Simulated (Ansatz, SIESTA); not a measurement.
**One calculation of Al, 3 ways**

```xyz
1
Lattice="-1.5912 1.5912 1.5912 1.5912 -1.5912 1.5912 1.5912 1.5912 -1.5912" Properties=species:S:1:pos:R:3 pbc="T T T"
Al    0.0000    0.0000    0.0000
```

This isn't the form of Al at room conditions, which is fcc.

Alike in all runs: task band structure; functional LDA; k mesh 12 × 12 × 12; occupations fermi-dirac, width 0.05 eV; no spin polarisation; no spin-orbit coupling. LDA stands for any of its common fits. Pressure is positive in compression and, in plane waves, holds the error of the finite cutoff.

```
                                                     program and potentials  plane-wave cutoff (eV)                                  notes  pressure (GPa)
SIESTA, files PseudoDojo sr-lda-0.4.1-standard, DZP (energy shift 0.003 Ry)                       -                           atomic basis            0.75
                             Ansatz, all-electron LAPW, scalar-relativistic                       -                                      -            0.51
   SIESTA, files PseudoDojo sr-pbe-0.5-standard, DZP (energy shift 0.01 Ry)                       -  atomic basis; potentials made for PBE            3.27
```

The pressure spans 0.51 (Ansatz, all-electron LAPW, scalar-relativistic) to 3.27 GPa (SIESTA, files PseudoDojo sr-pbe-0.5-standard, DZP (energy shift 0.01 Ry)), with all-electron results at 0.51. Rows in atomic bases carry the error of their basis and grid, which can be large.

The functional is the same throughout but for its coding, so the spread measures potentials, basis and numerics; runs on potential files found faulty are left out.
